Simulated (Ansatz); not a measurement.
# Ti: the cost of one run

Method: DFT r2SCAN, scalar-relativistic, plane waves, PAW, in Ansatz 0.2.0.

16 further runs of the same task are left out: 16 set aside as unsound or not needed.

## Step 1: The system as given

The structure is hexagonal, space group P6_3/mmc (No. 194). Conventional cell: a = 2.935 Å, b = 2.935 Å, c = 4.638 Å, α = 90.00°, β = 90.00°, γ = 120.00°. Ti (site symmetry -6m2) is surrounded by 12 Ti at 2.87 to 2.94 Å.

Structure file:

```
CELL_PARAMETERS angstrom
2.93509 0.00000 0.00000
-1.46754 2.54186 0.00000
0.00000 0.00000 4.63842
ATOMIC_POSITIONS crystal
Ti 0.33333 0.66667 0.25000
Ti 0.66667 0.33333 0.75000
```

It is the result of an earlier relaxation at this level (volume 17.30 Å³/atom; gap on the mesh: none (metal)).

## Step 2: What is varied

The energy is mapped over the lattice constants a and c of the conventional cell.

First coordinate, lattice constant a (and b): 7 values from 2.730 to 3.140 Å. Second coordinate, lattice constant c: 7 values from 4.082 to 5.195 Å.

Nothing else is relaxed (symmetry fixes all fractional coordinates). Energies count from the relaxed crystal. Points are written as (first, second).

## Step 3: Point (3.004 Å, 4.082 Å)

Input file input.yaml:

```yaml
crystal:
  lattice:
    - [3.0036, 0.0, 0.0]
    - [-1.5018, 2.6011939028, 0.0]
    - [0.0, 0.0, 4.0818]
  atoms:
    - { symbol: Ti, position: [0.3333333333, 0.6666666667, 0.25] }
    - { symbol: Ti, position: [0.6666666667, 0.3333333333, 0.75] }
basis:
  ecutwfc: 520.0
kpoints:
  mp_grid: { grid: [18, 18, 10] }
hamiltonian:
  xc: r2scan
scf:
  occupations: { method: cold, width: 0.05 }
output:
  forces: true
  stress: true
  eigenvalues: true
```

Run with:

```sh
> ansatz run input.yaml --threads 1 --pin off --max-ram 2048MiB --backend cpu --events-out ev --progress --plain --runs-dir out
```

What time and memory should one allow on 1 thread of Arm Neoverse V2, shared host?

About 10 s, with a peak of 0.47 GiB.
